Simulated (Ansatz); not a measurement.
Relaxed LiI (rock salt):

```xyz
2
Lattice="0.0000 2.9516 2.9516 2.9516 0.0000 2.9516 2.9516 2.9516 0.0000" Properties=species:S:1:pos:R:3 pbc="T T T"
I      0.0000     0.0000     0.0000
Li     2.9516     2.9516     2.9516
```

Two-dimensional scan of atom 2 (Li, nearest neighbour I at 2.952 Å; its periodic images, 4.2 Å or more away, move with it): u runs along (0.707, 0.707, 0.000), v along (0.000, 0.000, 1.000) (Cartesian). Cell and other atoms are fixed.

These are PBEsol (plane waves to 420 eV, PAW, scalar-relativistic; Ansatz, a program for electronic structure) values and carry that method's errors. k mesh 8×8×8 (Γ-centred), Fermi-Dirac smearing 0.05 eV. Energies are smeared free energies. LiI was relaxed with its symmetry unable to fall. Spin-orbit coupling is left out, though I is heavy. ΔE is measured from the undisplaced structure. Axes are in Å.

**Question.** Give the computed ΔE (eV/cell) at all points of the grid u = -0.440, -0.220, 0.000, 0.220, 0.440 by v = -0.440, -0.220, 0.000, 0.220, 0.440.

**Answer.** ΔE (eV/cell), with u across and v down:

```
v \ u   -0.440  -0.220   0.000   0.220   0.440
------  ------  ------  ------  ------  ------
-0.440  0.1328  0.1065  0.1006  0.1065  0.1328
-0.220  0.0785  0.0304  0.0172  0.0304  0.0785
0.000   0.0698  0.0153  0.0000  0.0153  0.0698
0.220   0.0785  0.0304  0.0172  0.0304  0.0785
0.440   0.1328  0.1065  0.1006  0.1065  0.1328
```

(A displaced cell: forces are minus the slopes of the energy, force constants its curvatures, and phonons follow from these.)
